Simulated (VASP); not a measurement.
## VASP 6.6.1 run: CaF2

INCAR

```
LREAL = .FALSE.
ISIF = 2
PREC = Accurate
GGA = PE
NELM = 99
EDIFF = 1E-7
LCHARG = .FALSE.
ENCUT = 520
NBANDS = 19
LWAVE = .FALSE.
LASPH = .TRUE.
ISMEAR = 2
IBRION = -1
SIGMA = 0.4
NSW = 0
```

KPOINTS

```
KPOINTS created by Atomic Simulation Environment
0
Gamma
8 8 8
0 0 0
```

POSCAR

```
Ca F
 1.0000000000000000
     0.0000000000000000    2.7195929738512286    2.7195929738512286
     2.7195929738512286   -0.0000000000000000    2.7195929738512286
     2.7195929738512286    2.7195929738512286   -0.0000000000000000
 Ca  F
   1   2
Cartesian
 -0.0000000000000000 -0.0000000000000000  0.0000000000000000
  1.3597964869256143  1.3597964869256143  1.3597964869256143
  4.0793894607768433  4.0793894607768433  4.0793894607768433
```

The recommended PBE PAW datasets give the neutral cell 24 valence electrons.

Command

```
mpirun -np 1 vasp_std
```

OSZICAR

```
N       E                     dE             d eps       ncg     rms          rms(c)
DAV:   1     0.212304768225E+03    0.21230E+03   -0.13533E+04  1102   0.128E+03
DAV:   2    -0.738315481529E+01   -0.21969E+03   -0.21318E+03  1290   0.349E+02
DAV:   3    -0.182295190246E+02   -0.10846E+02   -0.10813E+02  1236   0.820E+01
DAV:   4    -0.185939854728E+02   -0.36447E+00   -0.36347E+00  1718   0.117E+01
DAV:   5    -0.185964994851E+02   -0.25140E-02   -0.25138E-02  1241   0.111E+00    0.799E+00
DAV:   6    -0.172798687635E+02    0.13166E+01   -0.54328E+00  1186   0.160E+01    0.298E+00
DAV:   7    -0.172788838824E+02    0.98488E-03   -0.11540E-01  1275   0.339E+00    0.171E+00
DAV:   8    -0.172983679006E+02   -0.19484E-01   -0.40134E-02  1194   0.215E+00    0.225E-01
DAV:   9    -0.173004748132E+02   -0.21069E-02   -0.70538E-03  1325   0.637E-01    0.128E-01
DAV:  10    -0.173013316330E+02   -0.85682E-03   -0.17733E-03  1163   0.328E-01    0.250E-02
DAV:  11    -0.173013446978E+02   -0.13065E-04   -0.15340E-04  1276   0.974E-02    0.144E-02
DAV:  12    -0.173013448445E+02   -0.14675E-06   -0.17651E-05  1358   0.427E-02    0.251E-03
DAV:  13    -0.173013450264E+02   -0.18181E-06   -0.35773E-06  1207   0.161E-02    0.418E-03
DAV:  14    -0.173013450649E+02   -0.38527E-07   -0.12072E-06  1201   0.790E-03    0.453E-04
DAV:  15    -0.173013450713E+02   -0.64192E-08   -0.90262E-09   839   0.104E-03
   1 F= -.17301345E+02 E0= -.17311802E+02  d E =0.418295E-01
```

Standard output (part)

```
POSCAR found type information on POSCAR CaF
 POSCAR found :  2 types and       3 ions
 LDA part: xc-table for (Slater+PW92), standard interpolation
 POSCAR, INCAR and KPOINTS ok, starting setup
 WAVECAR not read
 entering main loop
```

From OUTCAR

```
k-points           NKPTS =     29   k-points in BZ     NKDIM =     29   number of bands    NBANDS=     19

   NELECT =      24.0000    total number of electrons

   dimension x,y,z NGX =    30 NGY =   30 NGZ =   30
   dimension x,y,z NGXF=    60 NGYF=   60 NGZF=   60

  energy-cutoff  :      520.00
  volume of cell :       40.23
      direct lattice vectors                 reciprocal lattice vectors
     0.000000000  2.719592974  2.719592974    -0.183851041  0.183851041  0.183851041
     2.719592974  0.000000000  2.719592974     0.183851041 -0.183851041  0.183851041
     2.719592974  2.719592974  0.000000000     0.183851041  0.183851041 -0.183851041

 k-points in reciprocal lattice and weights: KPOINTS created by Atomic Simulation Env
   0.00000000  0.00000000  0.00000000       0.002
   0.12500000  0.00000000  0.00000000       0.016
   0.25000000  0.00000000  0.00000000       0.016
   0.37500000  0.00000000  0.00000000       0.016
   0.50000000  0.00000000  0.00000000       0.008
   0.12500000  0.12500000  0.00000000       0.012
   0.25000000  0.12500000  0.00000000       0.047
   0.37500000  0.12500000  0.00000000       0.047
   ...

 E-fermi :  -0.9135

 k-point     1 :       0.0000    0.0000    0.0000
  band No.  band energies     occupation
      1     -36.8605      2.00000
      2     -20.8714      2.00000
      3     -20.0817      2.00000
      4     -17.8000      2.00000
      5     -17.8000      2.00000
      6     -17.8000      2.00000
      7      -3.0544      2.00000
      8      -3.0544      2.00000
      9      -3.0544      2.00000
     10      -1.1644      1.99581
     11      -1.1644      1.99580
     12      -1.1644      1.99580
     13       6.4517      0.00000
     14       8.3168      0.00000
     15       8.3168      0.00000
     16      10.4277      0.00000
     17      10.4277      0.00000
     18      10.4277      0.00000
     19      16.1513      0.00000

 k-point     2 :       0.1250    0.0000    0.0000
  band No.  band energies     occupation
      1     -36.8553      2.00000
      2     -20.9122      2.00000
      3     -20.1218      2.00000
      4     -17.8065      2.00000
      5     -17.8065      2.00000
      6     -17.7305      2.00000
      7      -2.9827      2.00000
      8      -2.9827      2.00000
      9      -2.9231      2.00000
     10      -1.3475      2.09416
     11      -1.2370      2.08480
     12      -1.2370      2.08480
     13       6.8538      0.00000
     14       8.3507      0.00000
     15       8.3507      0.00000
     16      10.2758      0.00000
     17      10.3865      0.00000
     18      10.3865      0.00000
     19      15.4372      0.00000

 k-point     3 :       0.2500    0.0000    0.0000
  band No.  band energies     occupation
      1     -36.8426      2.00000
      2     -20.9803      2.00000
      3     -20.2531      2.00000
      4     -17.8222      2.00000
      5     -17.8222      2.00000
      6     -17.5550      2.00000
      7      -2.7946      2.00000
      8      -2.7946      2.00000
      9      -2.6119      2.00000
     10      -1.7316      1.99017
     11      -1.4213      2.06236
     12      -1.4213      2.06236
     13       7.7602      0.00000
     14       8.4310      0.00000
     15       8.4310      0.00000
     16      10.0349      0.00000
     17      10.2870      0.00000
     18      10.2870      0.00000
     19      14.1611      0.00000

 ...

  Total        0.8879588      0.8879588      0.8879588      0.0000000      0.0000000      0.0000000
  in kB       35.3640220     35.3640220     35.3640220      0.0000000      0.0000000      0.0000000
  external PRESSURE =      35.3640220 kB  Pullay stress =       0.0000000 kB

 POSITION                                       TOTAL-FORCE (eV/Angst)
 -----------------------------------------------------------------------------------
      0.00000      0.00000      0.00000         0.000000      0.000000      0.000000
      1.35980      1.35980      1.35980         0.000000      0.000000     -0.000000
      4.07939      4.07939      4.07939        -0.000000     -0.000000      0.000000
 -----------------------------------------------------------------------------------
    total drift:                                0.000000     -0.000000      0.000000

  FREE ENERGIE OF THE ION-ELECTRON SYSTEM (eV)
  ---------------------------------------------------
  free  energy   TOTEN  =       -17.3013450713 eV

  energy  without entropy=      -17.3431746105  energy(sigma->0) =      -17.31180246
```

It converged. Results: gap between bands v and c on the k mesh 7.36 eV; least direct gap on the k mesh 7.62 eV; pressure 3.5 GPa. Band v is the last that the valence electrons fill when counted band by band, and c is the next.

One setting is odd (smearing far too wide), but here it hardly changes the result.

On sound settings PBE gives a gap of 7.35 eV on its mesh and a pressure of 3.6 GPa for the intended cell. This run's energy (σ→0) differs from it by 2 meV an atom.

The run took about 31 s on one core of a shared host (Intel Xeon Platinum 8488C) and held 0.18 GiB at most.
